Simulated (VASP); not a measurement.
# Ti (P6_3/mmc) in VASP: relaxation of cell and atoms with PBE

Aim: the relaxation of cell and atoms of Ti with PBE.

Program: VASP 6.6.1. These are calculated values, not measurements. Logs are shortened: lines on timing, memory, paths and dates and some standing lists are left out, and cuts for length are marked.

## Step 1: Starting point

Symmetry: P6_3/mmc, No. 194, hexagonal system. Conventional cell: a = 2.950 Å, b = 2.950 Å, c = 4.680 Å, α = 90.00°, β = 90.00°, γ = 120.00°. Around Ti (site symmetry -6m2) lie 12 Ti at 2.89 to 2.95 Å.

## Step 2: Relaxation of cell and atoms, PBE

Input file INCAR:

```
SYSTEM = Ti
PREC = Accurate
ENCUT = 600
EDIFF = 1E-7
ISMEAR = 0
SIGMA = 0.1
LREAL = .False.
LASPH = .True.
NELM = 100
ALGO = Normal
ISIF = 3
LWAVE = .False.
LCHARG = .False.
GGA = PE
IBRION = 2
NSW = 80
EDIFFG = -0.004
```

Input file KPOINTS:

```
Automatic mesh
0
Gamma
  18 18 10
  0 0 0
```

Input file POSCAR:

```
Ti
1.0
    2.9500000000      0.0000000000      0.0000000000
   -1.4750000000      2.5547749400      0.0000000000
    0.0000000000      0.0000000000      4.6800000000
Ti
2
Direct
    0.3333333300      0.6666666700      0.2500000000
    0.6666666700      0.3333333300      0.7500000000
```

Potentials or basis: VASP PAW PBE potentials, release 64 (Ti_sv).

The run is started by

```sh
cat potpaw_PBE.64/Ti_sv/POTCAR > POTCAR
mpirun -np 1 vasp_std > vasp.out
```

OUTCAR:

```text
SYSTEM = Ti
   PREC = Accurate
   ENCUT = 600
   EDIFF = 1E-7
   ISMEAR = 0
   LREAL = .False.
   LASPH = .True.
   NELM = 100
   ISIF = 3
   GGA = PE
   IBRION = 2
   NSW = 80
   EDIFFG = -0.004

 ion  position               nearest neighbor table
   1  0.333  0.667  0.250-   2 2.89   2 2.89   2 2.89   2 2.89   2 2.89   2 2.89
   2  0.667  0.333  0.750-   1 2.89   1 2.89   1 2.89   1 2.89   1 2.89   1 2.89

  LATTYP: Found a hexagonal cell.
 ALAT       =     2.9500000000
 C/A-ratio  =     1.5864406780

  Lattice vectors:

 A1 = (   2.9500000000,   0.0000000000,   0.0000000000)
 A2 = (  -1.4750000000,   2.5547749400,   0.0000000000)
 A3 = (   0.0000000000,   0.0000000000,   4.6800000000)

Analysis of symmetry for initial positions (statically):
=====================================================================
 Subroutine PRICEL returns:
 Original cell was already a primitive cell.

 Routine SETGRP: Setting up the symmetry group for a
 hexagonal supercell.

 Subroutine GETGRP returns: Found 24 space group operations
 (whereof 12 operations were pure point group operations)
 out of a pool of 24 trial point group operations.

The static configuration has the point symmetry D_3d.
 The point group associated with its full space group is D_6h.

Analysis of symmetry for dynamics (positions and initial velocities):
=====================================================================
 Subroutine PRICEL returns:
 Original cell was already a primitive cell.

 Routine SETGRP: Setting up the symmetry group for a
 hexagonal supercell.

 Subroutine GETGRP returns: Found 24 space group operations
 (whereof 12 operations were pure point group operations)
 out of a pool of 24 trial point group operations.

The dynamic configuration has the point symmetry D_3d.
 The point group associated with its full space group is D_6h.

 Subroutine INISYM returns: Found 24 space group operations
 (whereof 12 operations are pure point group operations),
 and found     1 'primitive' translations

----------------------------------------------------------------------------------------

                                     Primitive cell

  volume of cell :      35.2712

  direct lattice vectors                    reciprocal lattice vectors
     2.950000000  0.000000000  0.000000000     0.338983051  0.195711956  0.000000000
    -1.475000000  2.554774940  0.000000000     0.000000000  0.391423911  0.000000000
     0.000000000  0.000000000  4.680000000     0.000000000  0.000000000  0.213675214

  length of vectors
     2.950000000  2.949999999  4.680000000     0.391423911  0.391423911  0.213675214

  position of ions in fractional coordinates (direct lattice)
     0.333333330  0.666666670  0.250000000
     0.666666670  0.333333330  0.750000000

  ion indices of the primitive-cell ions
   primitive index   ion index
                 1           1
                 2           2

----------------------------------------------------------------------------------------

 KPOINTS: Automatic mesh

Automatic generation of k-mesh.
 Grid dimensions read from file:
 generate k-points for:   18   18   10

 Generating k-lattice:

  Cartesian coordinates                     Fractional coordinates (reciprocal lattice)
     0.018832392  0.010872886  0.000000000     0.055555556  0.000000000  0.000000000
     0.000000000  0.021745773  0.000000000     0.000000000  0.055555556  0.000000000
     0.000000000  0.000000000  0.021367521     0.000000000  0.000000000  0.100000000

  Length of vectors
     0.021745773  0.021745773  0.021367521

  Shift w.r.t. Gamma in fractional coordinates (k-lattice)
     0.000000000  0.000000000  0.000000000

 Subroutine IBZKPT returns following result:
 ===========================================

 Found    222 irreducible k-points:

 Following reciprocal coordinates:
            Coordinates               Weight
  0.000000  0.000000  0.000000      1.000000
  0.055556 -0.000000  0.000000      6.000000
  0.111111 -0.000000  0.000000      6.000000
  0.166667  0.000000  0.000000      6.000000
  0.222222 -0.000000  0.000000      6.000000
  0.277778  0.000000  0.000000      6.000000
[... 16 lines left out ...]
  0.333333  0.111111  0.000000     12.000000
  0.388889  0.111111  0.000000     12.000000
 [... further k-points ...]
   k-points           NKPTS =    222   k-points in BZ     NKDIM =    222   number of bands    NBANDS=     16
   number of dos      NEDOS =    301   number of ions     NIONS =      2
   total plane-waves  NPLWV =  23040
   dimension x,y,z NGX =    24 NGY =   24 NGZ =   40
   dimension x,y,z NGXF=    48 NGYF=   48 NGZF=   80
   ions per type =               2
   NGX,Y,Z   is equivalent  to a cutoff of  13.53, 13.53, 14.21 a.u.
   NGXF,Y,Z  is equivalent  to a cutoff of  27.05, 27.05, 28.42 a.u.
 SYSTEM =  Ti
   PREC   = accura    normal or accurate (medium, high low for compatibility)
   ISTART =      0    job   : 0-new  1-cont  2-samecut
   ICHARG =      2    charge: 1-file 2-atom 10-const
   ISPIN  =      1    spin polarized calculation?
   LNONCOLLINEAR =      F non collinear calculations
   LSORBIT =      F    spin-orbit coupling
   LASPH  =      T    aspherical Exc in radial PAW
   ENCUT  =  600.0 eV  44.10 Ry    6.64 a.u.   5.89  5.89  9.35*2*pi/ulx,y,z
   NELM   =    100;   NELMIN=  2; NELMDL= -5     # of ELM steps
   EDIFF  = 0.1E-06   stopping-criterion for ELM
   LREAL  =      F    real-space projection
   EDIFFG = -.4E-02   stopping-criterion for IOM
   NSW    =     80    number of steps for IOM
   IBRION =      2    ionic relax: 0-MD 1-quasi-New 2-CG
   NFREE  =      1    steps in history (QN), initial steepest desc. (CG)
   ISIF   =      3    stress and relaxation
   ISYM   =      2    0-nonsym 1-usesym 2-fastsym
   POTIM  = 0.5000    time-step for ionic-motion
   TEBEG  =    0.0;   TEEND  =   0.0 temperature during run
   PSTRESS=    0.0 pullay stress
   NELECT =      24.0000    total number of electrons
   NUPDOWN=      -1.0000    fix difference up-down
   EMIN   =  10.00;   EMAX   =-10.00  energy-range for DOS
   EFERMI =   0.00;   METHOD = LEGACY
   ISMEAR =     0;   SIGMA  =   0.10  broadening in eV -4-tet -1-fermi 0-gaus
   EFERMI_NEDOS =   21; number of points for ismear=-14 and -15
   IALGO  =     38    algorithm
   IMIX   =      4    mixing-type and parameters
     AMIX     =   0.40;   BMIX     =  1.00
     AMIX_MAG =   1.60;   BMIX_MAG =  1.00
  volume/ion in A,a.u.               =      17.64       119.01
  Fermi-wavevector in a.u.,A,eV,Ry     =   1.439920  2.721055 28.209912  2.073370
  Thomas-Fermi vector in A             =   2.558722
   LORBIT       =      0    0 simple, 1 ext, 2 COOP (PROOUT), +10 PAW based schemes
   GGA     = PE    functional components
   LHFCALC =     F    Hartree Fock is set to
   AEXX    =    0.0000 exact exchange contribution
   IVDW    =     0    specifies the selected vdW correction
   LEPSILON=     F    determine dielectric tensor
   LRPA    =     F    only Hartree local field effects (RPA)
 conjugate gradient relaxation of ions
 non-spin polarized calculation
 Gauss-broadening in eV      SIGMA  =   0.10
  energy-cutoff  :      600.00
  volume of cell :       35.27
 maximum number of plane-waves:      1194
 NGX is ok and might be reduce to    24
   NGX = 11   NGY = 11   NGZ = 19

--------------------------------------- Ionic step        1  -------------------------------------------

 number of electron      23.9999997 magnetization

 Free energy of the ion-electron system (eV)
  ---------------------------------------------------
  ext. energy  EPLUGINS =         0.00000000
  ---------------------------------------------------
  free energy    TOTEN  =       -15.67369219 eV

  energy without entropy =      -15.66406148  energy(sigma->0) =      -15.66887684

------------------------ aborting loop because EDIFF is reached ----------------------------------------

  FORCE on cell =-STRESS in cart. coord.  units (eV):
  Direction    XX          YY          ZZ          XY          YZ          ZX
  --------------------------------------------------------------------------------------
  -------------------------------------------------------------------------------------
  Total       -0.3678636     -0.3678636     -0.4461798     -0.0000000      0.0000000      0.0000000
  in kB      -16.7100155    -16.7100155    -20.2674918     -0.0000000      0.0000000      0.0000000
  external PRESSURE =     -17.8958409 kB  Pullay stress =       0.0000000 kB
[... 89 lines left out ...]
  FREE ENERGIE OF THE ION-ELECTRON SYSTEM (eV)
  ---------------------------------------------------
  free  energy   TOTEN  =       -15.6770058768 eV

  energy  without entropy=      -15.6676148819  energy(sigma->0) =      -15.67231038

[... ionic steps 4 to 7 ...]

--------------------------------------- Ionic step        8  -------------------------------------------

 number of electron      23.9999993 magnetization

------------------------ aborting loop because EDIFF is reached ----------------------------------------

  FORCE on cell =-STRESS in cart. coord.  units (eV):
  Direction    XX          YY          ZZ          XY          YZ          ZX
  --------------------------------------------------------------------------------------
  -------------------------------------------------------------------------------------
  Total        0.0069289      0.0069289      0.0093322     -0.0000000      0.0000000      0.0000000
  in kB        0.3200863      0.3200863      0.4311076     -0.0000000      0.0000000      0.0000000
  external PRESSURE =       0.3570934 kB  Pullay stress =       0.0000000 kB
[... 57 lines left out ...]
  energy  without entropy=      -15.6676415625  energy(sigma->0) =      -15.67233392

--------------------------------------- Ionic step       10  -------------------------------------------

 number of electron      23.9999993 magnetization

 Free energy of the ion-electron system (eV)
  ---------------------------------------------------
  ext. energy  EPLUGINS =         0.00000000
  ---------------------------------------------------
  free energy    TOTEN  =       -15.67702697 eV

  energy without entropy =      -15.66763530  energy(sigma->0) =      -15.67233114

 E-fermi :   8.3573     XC(G=0): -11.5021

 val. band max:        8.3466586602   @ k =   0.1667   0.0000   0.1000
 cond. band min:       8.3731605603   @ k =   0.0556  -0.0000   0.5000
 fundamental gap:      0.0265019001
 Fermi energy:         8.3572522751

 k-point     1 :       0.0000    0.0000    0.0000
  band No.  band energies     occupation
      1     -48.5132      2.00000
      2     -48.3754      2.00000
      3     -25.1040      2.00000
      4     -24.4579      2.00000
      5     -24.4579      2.00000
      6     -24.3924      2.00000
[... 8 lines left out ...]
     15       9.6208      0.00000
     16       9.6208      0.00000
[... 420 lines left out ...]
  band No.  band energies     occupation
      1     -48.3957      2.00000
      2     -48.3505      2.00000
      3     -24.9004      2.00000
      4     -24.7981      2.00000
      5     -24.7821      2.00000
      6     -24.6237      2.00000
[... 8 lines left out ...]
     15       9.5177      0.00000
     16      11.4564      0.00000

 [... further k-points ...]

------------------------ aborting loop because EDIFF is reached ----------------------------------------

  FORCE on cell =-STRESS in cart. coord.  units (eV):
  Direction    XX          YY          ZZ          XY          YZ          ZX
  --------------------------------------------------------------------------------------
  -------------------------------------------------------------------------------------
  Total       -0.0049755     -0.0049755     -0.0045446      0.0000000      0.0000000      0.0000000
  in kB       -0.2297180     -0.2297180     -0.2098222      0.0000000      0.0000000      0.0000000
  external PRESSURE =      -0.2230861 kB  Pullay stress =       0.0000000 kB
[... 17 lines left out ...]
  FREE ENERGIE OF THE ION-ELECTRON SYSTEM (eV)
  ---------------------------------------------------
  free  energy   TOTEN  =       -15.6770269737 eV

  energy  without entropy=      -15.6676352977  energy(sigma->0) =      -15.67233114

 reached required accuracy - stopping structural energy minimisation
```

Run time: 3.9 min. Hardware: 1 thread of Intel Xeon 6975P-C (Granite Rapids), shared host; peak memory 0.26 GiB.

What came out:

* Free energy: -15.6770 eV
* Relaxed volume: 17.35 Å³/atom
* Relaxed cell: a = 2.937 Å, b = 2.937 Å, c = 4.646 Å, α = 90.00°, β = 90.00°, γ = 120.00°
* Space group after relaxing (to 0.05 Å): P6_3/mmc (No. 194)
* Energy gained by relaxing: 1.7 meV/atom
* Ionic steps: 10
* Pressure after relaxing: 0.0 GPa
* Band gap on the k mesh: none (metal or under the smearing width)

Step by step:
```csv
step,energy change (eV),largest force (eV/Å),pressure (GPa),volume (Å³)
1,0.0000,0.0000,-1.79,35.27
2,-0.0015,0.0000,1.38,34.28
3,-0.0033,0.0000,0.00,34.69
4,-0.0033,0.0000,0.04,34.68
5,-0.0033,0.0000,0.03,34.68
6,-0.0033,0.0000,0.04,34.68
7,-0.0033,0.0000,0.04,34.68
8,-0.0033,0.0000,0.04,34.68
9,-0.0033,0.0000,0.03,34.68
10,-0.0033,0.0000,-0.02,34.70
```

Final structure:
```yaml
crystal:
  lattice:
    - [2.93670, 0.00000, 0.00000]
    - [-1.46835, 2.54325, 0.00000]
    - [0.00000, 0.00000, 4.64628]
  atoms:
    - { symbol: Ti, position: [0.33333, 0.66667, 0.25000] }
    - { symbol: Ti, position: [0.66667, 0.33333, 0.75000] }
```
